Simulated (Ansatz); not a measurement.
## Relaxing Sr

Theory: DFT PBE, scalar-relativistic, plane waves, PAW in Ansatz 0.2.0. Cutoff 420 eV, Γ-centred k mesh, Gaussian smearing, no spin polarisation in the final step.

The start puts Sr on the trigonal selenium structure type (P3_121, No. 152), at a guessed volume.

```xyz
3
Lattice="5.6246 0.0000 0.0000 -2.8123 4.8711 0.0000 0.0000 0.0000 6.3813" Properties=species:S:1:pos:R:3 pbc="T T T"
Sr    1.2678    0.0000    2.1271
Sr   -0.6339    1.0979    4.2542
Sr    2.1784    3.7731    0.0000
```

Cell and atoms relax at zero pressure; the relaxation can't lower the symmetry of the start. After a coarse first stage the cell is made exact in the group found at 0.06 Å.

Describe the relaxed structure.

It ends in Im-3m (No. 229). The result has the bcc structure. Conventional cell: a = 4.757 Å. Around Sr lie 8 Sr at 4.12 Å and 6 Sr at 4.76 Å.

```xyz
1
Lattice="-2.3784 2.3784 2.3784 2.3784 -2.3784 2.3784 2.3784 2.3784 -2.3784" Properties=species:S:1:pos:R:3 pbc="T T T"
Sr    0.0000    0.0000    0.0000
```

What are its volume, density and gap?

The volume per atom is 53.82 Å³ and the density is 2.70 g/cm³. The gap on the 16×16×16 mesh is 0 eV (a metal).

The final run used a 16×16×16 mesh on its 1-atom cell and 0.10 eV smearing. Symmetry constrained the relaxation, so the result can be a saddle point.

This bcc form isn't the element's structure at ambient conditions.